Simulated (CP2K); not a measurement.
Runs of CP2K 2026.2 on YN. Symmetry: Fm-3m, No. 225, cubic system. Conventional cell: a = 4.877 Å, b = 4.877 Å, c = 4.877 Å, α = 90.00°, β = 90.00°, γ = 90.00°. Y (site symmetry m-3m) has 6 N at 2.44 Å as nearest neighbours. Around N (site symmetry m-3m) lie 6 Y at 2.44 Å. 

| level | potentials or basis | smearing | EPS_DEFAULT | NGRIDS | points a segment of the path (NPOINTS) | bands added on the path | CUTOFF of the grids | gap on the mesh (eV) | pressure (GPa) |
| --- | --- | --- | --- | --- | --- | --- | --- | --- | --- |
| TB-mBJ | POTENTIAL_UZH Y GTH-PBE-q11, N GTH-PBE-q5; TZVP-MOLOPT-PBE-GTH basis | fermi-dirac 0.0259 eV | 1.0E-9 | 4 | 10 | 6 | 675 Ry | 0.43 | - |
| r2SCAN | POTENTIAL_UZH Y GTH-SCAN-q11, N GTH-SCAN-q5; TZVP-MOLOPT-SCAN-GTH basis | fermi-dirac 0.05 eV | 1.0E-10 | 5 | 6 | 4 | 675 Ry | 0.59 | (a) |
| LDA | GTH_POTENTIALS Y GTH-PADE-q11, N GTH-PADE-q5; TZVP-MOLOPT-PBE-GTH basis | fermi-dirac 0.1 eV | 1.0E-9 | 4 | 10 | 2 | 450 Ry | 0.13 | -6.3 |
| PBEsol | POTENTIAL_UZH Y GTH-PBE-q11, N GTH-PBE-q5; TZVP-MOLOPT-PBE-GTH basis | fermi-dirac 0.05 eV | 1.0E-9 | 5 | 6 | 4 | 450 Ry | 0.13 | (b) |

Alike in all rows: task band structure; no spin polarisation; cell as given; k mesh 9 × 9 × 9.

Problem. Estimate the missing entries.

Solution. (a) 2.6; (b) -0.6.

Caveats: the basis of atomic orbitals isn't converged, which shifts pressures, moduli and gaps; the potentials were made for another functional, which shifts forces and pressure (some runs); this is a model potential without an energy functional, so only levels have meaning (some runs).

A k mesh can miss the band edges, and the runs leave out spin-orbit coupling on Y.
